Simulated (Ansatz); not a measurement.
## CoO: single point with PBE

Crystal: CoO.

```
Co O
1.0
     2.57053    0.00000    0.00000
     0.00000    2.57053    0.00000
     0.00000    0.00000    2.57053
Co O
1 1
Direct
  0.00000 0.00000 0.00000
  0.50000 0.50000 0.50000
```

Measurements of this composition are mostly on another form, of space group No. 225.

```json
{
  "Program": "Ansatz 0.2.0",
  "Task": "single point",
  "Functional": "PBE",
  "Potentials or basis": "Ansatz PAW",
  "Cutoff": "420 eV (not typed: the program's choice for these potentials)",
  "k mesh": "10 × 10 × 10",
  "Occupations": "fermi-dirac, width 0.05 eV",
  "Spin": "collinear spin, ferromagnetic start",
  "Starting moments": "[3.5, 0.0] μB"
}
```

```json
{"Pressure": "11.7 GPa", "Band gap on the k mesh": "none (metal or under the smearing width)", "Net moment": "3.00 μB per cell", "Absolute moment": "3.03 μB per cell", "Site moments": "Co +2.48; O +0.48 μB"}
```

Levels at points of the mesh, in eV from the Fermi level:
Spin up:
```csv
k point,band 11,band 12,band 13,band 14,band 15,band 16
"(0.00, 0.00, 0.00)",-2.55,-2.55,-2.55,0.95,15.67,15.67
"(0.00, 0.00, -0.50)",-1.61,-0.32,-0.32,6.41,8.43,16.46
"(0.00, -0.50, -0.50)",-3.17,-2.07,-1.56,5.91,11.48,11.48
"(-0.50, -0.50, -0.50)",-0.28,-0.28,-0.28,6.80,6.80,6.80
```
Spin down:
```
              k point  band 6  band 7  band 8  band 9  band 10  band 11  band 12  band 13  band 14  band 15
   (0.00, 0.00, 0.00)   -2.78   -2.78   -2.25   -2.25    -2.25     0.52     0.52     0.52     1.65    16.23
  (0.00, 0.00, -0.50)   -8.62   -3.22   -3.22   -2.30     0.50     0.62     1.89     1.89     6.88     9.45
 (0.00, -0.50, -0.50)   -6.11   -6.11   -2.35   -1.22    -0.44    -0.28    -0.28     0.72     7.00    12.15
(-0.50, -0.50, -0.50)   -6.62   -6.62   -6.62    0.77     0.77     2.22     2.22     2.22     7.15     7.15
```

Run time: 1.3 s on 2 threads of Intel(R) Xeon(R) 6975P-C (Granite Rapids), with other jobs on the host, peak memory 0.36 GiB.

Caveat: the pressure holds a Pulay correction of +0.8 GPa for the finite cutoff; a cell with one magnetic atom can't hold antiferromagnetic order, which such compounds often take; semilocal functionals often make such compounds metallic where correlation or magnetic order opens a gap, which also shifts bond lengths. With open d or f shells a metallic result of PBE can be an artefact of self-interaction; +U or a hybrid may open a gap.
